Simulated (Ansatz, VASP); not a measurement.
Two plane-wave programs on ScAl3

```
Sc Al
1.0
     4.07130    0.00000    0.00000
     0.00000    4.07130    0.00000
     0.00000    0.00000    4.07130
Sc Al
1 3
Cartesian
  0.0000 0.0000 0.0000
  2.0356 0.0000 2.0356
  0.0000 2.0356 2.0356
  2.0356 2.0356 0.0000
```

The cell is a database's computed one.

Alike in both runs: task single point; functional PBEsol; k mesh 12 × 12 × 12; occupations gaussian, width 0.15 eV; no spin polarisation.

|  | VASP | Ansatz |
| --- | --- | --- |
| version | VASP 6.6.1 | Ansatz 0.2.0 |
| potentials or method | VASP PAW PBE potentials, release 64 (Sc_sv, Al) | scalar-relativistic, plane waves, PAW |
| plane-wave cutoff (eV) | 520 | 420 |
| valence electrons in the cell | 20 | 20 |

```csv
,VASP,Ansatz,Ansatz less VASP
gap on the k mesh at the Fermi level (eV),none,none,-
pressure (GPa),0.2,0.0,-0.12
```

A gap of «none» marks a metal or a gap that the smearing closes.

Caveats: the PAW data sets were made with another functional, which shifts forces and pressure a little (VASP).
